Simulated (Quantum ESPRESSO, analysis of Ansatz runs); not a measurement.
# A hop of O in SnO2 (P4_2/mnm), charge +2 (Quantum ESPRESSO), part 2 of 4

Wanted: path and barrier of a jump of O in SnO2 (P4_2/mnm) at charge +2. The case: V_O hop (2.9 Å), in a cell of 72 host atoms with 1 O taken out.

Quantum ESPRESSO 7.5; Quantum ESPRESSO plane-wave DFT, PBEsol, GBRV 1.5 PBEsol potentials; nudged elastic band between two relaxed defect structures at fixed charge in a uniform background.

So far: The starting structure; Relaxation of the start point, charge +2.

### Step 3. Relaxation of the start point, charge +2

Level of this step: Quantum ESPRESSO plane-wave DFT, PBEsol, GBRV 1.5 PBEsol potentials; relaxation of all atoms of a defect supercell at fixed charge in a uniform background (Quantum ESPRESSO).

The ends come first: from an unrelaxed start the top is counted from too high an energy, and the barrier comes out too low. Small random displacements break the symmetry of the ideal sites, so that the defect can distort if it gains by it. The charge of +2 is set by the electron count, and a uniform background keeps the cell neutral. A width of 0.01 eV lets levels that lie close at the Fermi energy share an electron.

pw.in reads:

```
&CONTROL
  calculation = 'relax'
  prefix = 'pwscf'
  outdir = './tmp'
  pseudo_dir = './pseudo'
  tprnfor = .true.
  disk_io = 'low'
  nstep = 70
  forc_conv_thr = 0.00078
  etot_conv_thr = 0.0001
/
&SYSTEM
  ibrav = 0
  nat = 71
  ntyp = 2
  ecutwfc = 36
  ecutrho = 288
  nbnd = 312
  occupations = 'smearing'
  smearing = 'fd'
  degauss = 0.00073499
  tot_charge = 2
  nosym = .true.
/
&ELECTRONS
  conv_thr = 7d-08
  electron_maxstep = 100
  mixing_beta = 0.5
/
&IONS
  ion_dynamics = 'bfgs'
/
ATOMIC_SPECIES
Sn   118.7100 sn_pbesol_v1.4.uspp.F.UPF
O     15.9990 o_pbesol_v1.2.uspp.F.UPF
CELL_PARAMETERS angstrom
   9.5066964961    0.0000000000    0.0000000000
   0.0000000000    9.5066964961    0.0000000000
   0.0000000000    0.0000000000    9.6255699527
ATOMIC_POSITIONS crystal
Sn     0.2500095741    0.2523250888    0.1645594446
Sn    -0.0019956412   -0.0010188278   -0.0021946427
[... 4 atom lines left out ...]
Sn     0.2479623644    0.2486179379    0.4980504973
[... 1 atom line left out ...]
O      0.0971321490    0.4028301861    0.4968978411
[... 2 atom lines left out ...]
O      0.3452997592    0.3490833552    0.3317193879
[... 5 atom lines left out ...]
O      0.3440970147    0.3471129506    0.6680152084
[... 3 atom lines left out ...]
O      0.4002582047    0.5955676646    0.1662087920
[... 2 atom lines left out ...]
Sn     0.2489118111    0.7497714304    0.5029168066
[... 2 atom lines left out ...]
O      0.1510701279    0.6553778642    0.3325503892
[... 9 atom lines left out ...]
O      0.5983511654    0.4002508959    0.1664538788
[... 5 atom lines left out ...]
O      0.5986715551    0.4011249413    0.5017639964
[... 16 atom lines left out ...]
Sn     0.4984897239    0.4982609778    0.3354638034
[... 2 atom lines left out ...]
O      0.6520580902    0.6505981029    0.3350063362
[... 2 atom lines left out ...]
Sn     0.4992861542    0.5023736066    0.6647376689
[... 3 atom lines left out ...]
O      0.8469153139    0.8483720791    0.6638912148
K_POINTS gamma
```

The run is started by

```
> OMP_NUM_THREADS=1 mpirun -n 4 pw.x -in pw.in > pw.out
```

The program printed:

```text
[shortened: banners, details of potentials and solvers, and blank lines are left out]
[banner, memory and clock lines left out]
     gamma-point specific algorithms are used
     one sub-group per band group will be used
     bravais-lattice index     =            0
     lattice parameter (alat)  =      17.9651  a.u.
     unit-cell volume          =    5870.5976 (a.u.)^3
     number of atoms/cell      =           71
     number of atomic types    =            2
     number of electrons       =       616.00
     number of Kohn-Sham states=          312
     kinetic-energy cutoff     =      36.0000  Ry
     charge density cutoff     =     288.0000  Ry
     scf convergence threshold =      7.0E-08
     mixing beta               =       0.5000
     number of iterations used =            8  plain     mixing
     energy convergence thresh.=      1.0E-04
     force convergence thresh. =      7.8E-04
     Exchange-correlation= SLA  PW   PSX  PSC
                           (   1   4  10   8   0   0   0)
     nstep                     =           70
     crystal axes: (cart. coord. in units of alat)
               a(1) = (   1.000000   0.000000   0.000000 )
               a(2) = (   0.000000   1.000000   0.000000 )
               a(3) = (   0.000000   0.000000   1.012504 )
     PseudoPot. # 1 for Sn read from file:
     sn_pbesol_v1.4.uspp.F.UPF
     Pseudo is Ultrasoft + core correction, Zval = 14.0
[...]
PseudoPot. # 2 for O  read from file:
     o_pbesol_v1.2.uspp.F.UPF
     Pseudo is Ultrasoft + core correction, Zval =  6.0
[...]
atomic species   valence    mass     pseudopotential
     Sn               14.00   118.71000     Sn( 1.00)
     O                 6.00    15.99900     O ( 1.00)
     No symmetry found
     site n.     atom                  positions (alat units)
         1        Sn     tau(   1) = (   0.2500096   0.2523251   0.1666171  )
         2        Sn     tau(   2) = (  -0.0019956  -0.0010188  -0.0022221  )
         3        O      tau(   3) = (   0.0970693   0.4060231   0.1676638  )
         4        O      tau(   4) = (   0.4008060   0.0987187   0.1700491  )
         5        O      tau(   5) = (   0.1534185   0.1499294  -0.0000985  )
         6        O      tau(   6) = (   0.3483243   0.3442536  -0.0009134  )
         7        Sn     tau(   7) = (   0.2479624   0.2486179   0.5042782  )
         8        Sn     tau(   8) = (  -0.0005632  -0.0030362   0.3381512  )
[...]
number of k points=     1  Fermi-Dirac smearing, width (Ry)=  0.0007
                       cart. coord. in units 2pi/alat
        k(    1) = (   0.0000000   0.0000000   0.0000000), wk =   2.0000000
     Dense  grid:   242294 G-vectors     FFT dimensions: ( 100, 100, 100)
     Smooth grid:    85691 G-vectors     FFT dimensions: (  72,  72,  72)
     Check: negative core charge=   -0.000002
     starting charge     593.9989, renormalised to     616.0000
     Self-consistent Calculation
     iteration #  1     ecut=    36.00 Ry     beta= 0.50
     total energy              =   -5325.59538346 Ry
     estimated scf accuracy    <      19.10666242 Ry
     iteration #  2     ecut=    36.00 Ry     beta= 0.50
     total energy              =   -5330.79483527 Ry
     estimated scf accuracy    <       4.89419355 Ry
     iteration #  3     ecut=    36.00 Ry     beta= 0.50
     total energy              =   -5331.54882376 Ry
     estimated scf accuracy    <       1.01361962 Ry
[...]
estimated scf accuracy    <       0.01664414 Ry
     iteration # 10     ecut=    36.00 Ry     beta= 0.50
     total energy              =   -5331.71168030 Ry
     estimated scf accuracy    <       0.02988754 Ry
[... 140 further cycles ...]
     iteration #  7     ecut=    36.00 Ry     beta= 0.50
     total energy              =   -5331.86368080 Ry
     estimated scf accuracy    <          1.0E-09 Ry
     iteration #  8     ecut=    36.00 Ry     beta= 0.50
     End of self-consistent calculation
          k = 0.0000 0.0000 0.0000 ( 10712 PWs)   bands (ev):
   -12.1302 -12.0695 -12.0390 -11.9768 -11.8608 -11.8385 -11.7146 -11.6382
   -11.6107 -11.6086 -11.5944 -11.5906 -11.5833 -11.5642 -11.5410 -11.5371
   -11.5329 -11.4883 -11.4547 -11.4250 -11.4209 -11.4166 -11.4070 -11.3741
   -11.3738 -11.3480 -11.3331 -11.3124 -11.3015 -11.2555 -11.2385 -11.2369
   -11.2149 -11.1921 -11.1768 -11.1646 -11.1446 -11.1401 -11.1240 -11.0945
   -11.0504 -11.0317 -10.9831 -10.9578 -10.9452 -10.9015 -10.8964 -10.8938
   -10.8772 -10.8683 -10.8530 -10.8521 -10.8402 -10.8369 -10.8367 -10.8169
   -10.8058 -10.7997 -10.7989 -10.7914 -10.7871 -10.7767 -10.7763 -10.7616
[...]
the Fermi energy is     9.5469 ev
!    total energy              =   -5331.86368080 Ry
     estimated scf accuracy    <          1.1E-10 Ry
     smearing contrib. (-TS)   =      -0.00000000 Ry
     internal energy E=F+TS    =   -5331.86368080 Ry
     The total energy is F=E-TS. E is the sum of the following terms:
     one-electron contribution =   -1644.51633923 Ry
     hartree contribution      =    1297.06737822 Ry
     xc contribution           =   -1365.13959654 Ry
     ewald contribution        =   -3619.27512325 Ry
     convergence has been achieved in   8 iterations
     Forces acting on atoms (cartesian axes, Ry/au):
     atom    1 type  1   force =    -0.00037425   -0.00038522   -0.00022975
     atom    2 type  1   force =    -0.00036454    0.00062323   -0.00006661
     atom    3 type  2   force =    -0.00006310   -0.00033223   -0.00031142
     atom    4 type  2   force =     0.00008324   -0.00000276    0.00014164
     atom    5 type  2   force =     0.00009169   -0.00006655   -0.00019352
     atom    6 type  2   force =     0.00062948    0.00067829    0.00015684
     atom    7 type  1   force =     0.00009371    0.00046995    0.00012342
     atom    8 type  1   force =     0.00006110    0.00030573    0.00013911
[...]
Total force =     0.005096     Total SCF correction =     0.000044
     Energy error            =      6.1E-05 Ry
     Gradient error          =      1.1E-03 Ry/Bohr
     number of scf cycles    =  17
     number of bfgs steps    =  16
     energy             old  =   -5331.8636197442 Ry
     energy             new  =   -5331.8636807997 Ry
     CASE: energy            _new < energy            _old
     new trust radius        =       0.0054027722 bohr
     new conv_thr            =       0.0000000007 Ry
ATOMIC_POSITIONS (crystal)
Sn               0.2481074481        0.2505897479        0.1661744663
Sn               0.0052033121       -0.0058535231       -0.0000965946
O                0.0963761378        0.4046264497        0.1673054695
O                0.3999027752        0.0955908520        0.1683954039
O                0.1528726583        0.1516204436       -0.0000809523
O                0.3462541562        0.3469427733       -0.0000968787
Sn               0.2483159703        0.2495995835        0.4999070696
Sn              -0.0053205704        0.0047378066        0.3314268384
[...]
Check: negative core charge=   -0.000002
     Self-consistent Calculation
     iteration #  1     ecut=    36.00 Ry     beta= 0.50
     total energy              =   -5331.86371078 Ry
     estimated scf accuracy    <       0.00002479 Ry
     iteration #  2     ecut=    36.00 Ry     beta= 0.50
     total energy              =   -5331.86371335 Ry
     estimated scf accuracy    <       0.00000345 Ry
     iteration #  3     ecut=    36.00 Ry     beta= 0.50
     total energy              =   -5331.86371407 Ry
     estimated scf accuracy    <       0.00000067 Ry
[...]
estimated scf accuracy    <       0.00000004 Ry
     iteration #  6     ecut=    36.00 Ry     beta= 0.50
     total energy              =   -5331.86371423 Ry
     estimated scf accuracy    <          2.3E-09 Ry
     iteration #  7     ecut=    36.00 Ry     beta= 0.50
     total energy              =   -5331.86371423 Ry
     estimated scf accuracy    <          1.9E-09 Ry
     iteration #  8     ecut=    36.00 Ry     beta= 0.50
     End of self-consistent calculation
          k = 0.0000 0.0000 0.0000 ( 10712 PWs)   bands (ev):
   -12.1300 -12.0696 -12.0393 -11.9767 -11.8594 -11.8394 -11.7142 -11.6384
   -11.6110 -11.6091 -11.5952 -11.5902 -11.5836 -11.5636 -11.5407 -11.5364
   -11.5333 -11.4883 -11.4541 -11.4243 -11.4207 -11.4167 -11.4069 -11.3747
   -11.3741 -11.3481 -11.3329 -11.3119 -11.3020 -11.2552 -11.2384 -11.2365
   -11.2151 -11.1921 -11.1768 -11.1640 -11.1446 -11.1398 -11.1238 -11.0944
   -11.0506 -11.0315 -10.9837 -10.9575 -10.9454 -10.9016 -10.8965 -10.8943
   -10.8769 -10.8689 -10.8532 -10.8527 -10.8405 -10.8368 -10.8362 -10.8162
   -10.8058 -10.7994 -10.7981 -10.7909 -10.7870 -10.7767 -10.7761 -10.7627
[...]
the Fermi energy is     9.5464 ev
!    total energy              =   -5331.86371423 Ry
     estimated scf accuracy    <          2.7E-10 Ry
     smearing contrib. (-TS)   =      -0.00000000 Ry
     internal energy E=F+TS    =   -5331.86371423 Ry
     The total energy is F=E-TS. E is the sum of the following terms:
     one-electron contribution =   -1644.55309349 Ry
     hartree contribution      =    1297.08568896 Ry
     xc contribution           =   -1365.13931600 Ry
     ewald contribution        =   -3619.25699371 Ry
     convergence has been achieved in   8 iterations
     Forces acting on atoms (cartesian axes, Ry/au):
     atom    1 type  1   force =    -0.00003254   -0.00021799   -0.00007860
     atom    2 type  1   force =    -0.00025170    0.00045689   -0.00013348
     atom    3 type  2   force =    -0.00011226   -0.00024731   -0.00025798
     atom    4 type  2   force =     0.00002423    0.00007627   -0.00012537
     atom    5 type  2   force =    -0.00033464   -0.00018782   -0.00015523
     atom    6 type  2   force =     0.00022174    0.00017923    0.00015665
     atom    7 type  1   force =     0.00039657    0.00061674    0.00004760
     atom    8 type  1   force =    -0.00017838    0.00013273    0.00008488
[...]
Total force =     0.003464     Total SCF correction =     0.000067
     Energy error            =      3.3E-05 Ry
     Gradient error          =      6.7E-04 Ry/Bohr
     bfgs converged in  18 scf cycles and  17 bfgs steps
     (criteria: energy <  1.0E-04 Ry, force <  7.8E-04 Ry/Bohr)
     End of BFGS Geometry Optimization
     Final energy             =   -5331.8637142315 Ry
Begin final coordinates
ATOMIC_POSITIONS (crystal)
Sn               0.2481074481        0.2505897479        0.1661744663
Sn               0.0052033121       -0.0058535231       -0.0000965946
O                0.0963761378        0.4046264497        0.1673054695
O                0.3999027752        0.0955908520        0.1683954039
O                0.1528726583        0.1516204436       -0.0000809523
O                0.3462541562        0.3469427733       -0.0000968787
Sn               0.2483159703        0.2495995835        0.4999070696
Sn              -0.0053205704        0.0047378066        0.3314268384
[...]
End final coordinates
```

Elapsed: 14 min, on 4 MPI ranks of Arm Neoverse V1, shared host; peak memory 1.6 GiB; 55 min of CPU time.

The steps of the relaxation:

```tsv
step	energy less that of the first step (eV)
0	0.0000
1	-0.9091
2	-1.3861
3	-1.6470
4	-1.8169
5	-1.9247
6	-1.9676
7	-2.0021
8	-2.0250
9	-2.0415
10	-2.0500
11	-2.0551
12	-2.0582
13	-2.0604
14	-2.0619
15	-2.0630
16	-2.0638
17	-2.0643
```

The atoms that moved most (Å):

```tsv
atom	dx	dy	dz	length
Sn67	0.121	-0.143	0.158	0.245
Sn61	0.129	-0.104	-0.162	0.232
Sn25	-0.153	0.161	-0.029	0.224
O44	-0.118	0.117	-0.018	0.167
O28	0.103	-0.082	0.065	0.147
O35	0.057	-0.122	-0.049	0.144
O34	0.113	-0.058	-0.048	0.136
O50	0.045	-0.074	0.095	0.128
```

Neighbours of O12 at the end:

```tsv
atom	distance (Å)
Sn61	2.031
Sn7	2.083
Sn1	2.122
O11	2.642
O44	2.832
O22	2.852
O9	2.911
O3	2.916
O10	2.965
```

This step gave:

```
highest filled level                                                                              : 9.144 eV
lowest empty level                                                                                : 9.847 eV
r.m.s. move of the farther half of the atoms                                                      : 0.04383 Å
largest move from the ideal geometry of this structure, a common shift of the far atoms taken out : 0.2259 Å
```

The relaxation gained 2.064 eV and ended with a largest force component of 0.017 eV/Å.

[end of part 2 of 4]

[Logs are printed without paths, hosts, clocks, repeated set-up lines and the standing remarks that a program may print on its own settings, such as how far it seeks lower states.]

[Hosts, paths, dates, database ids (printed as entryN), source tags and the programs' standing remarks are cut or masked in the printed files.]
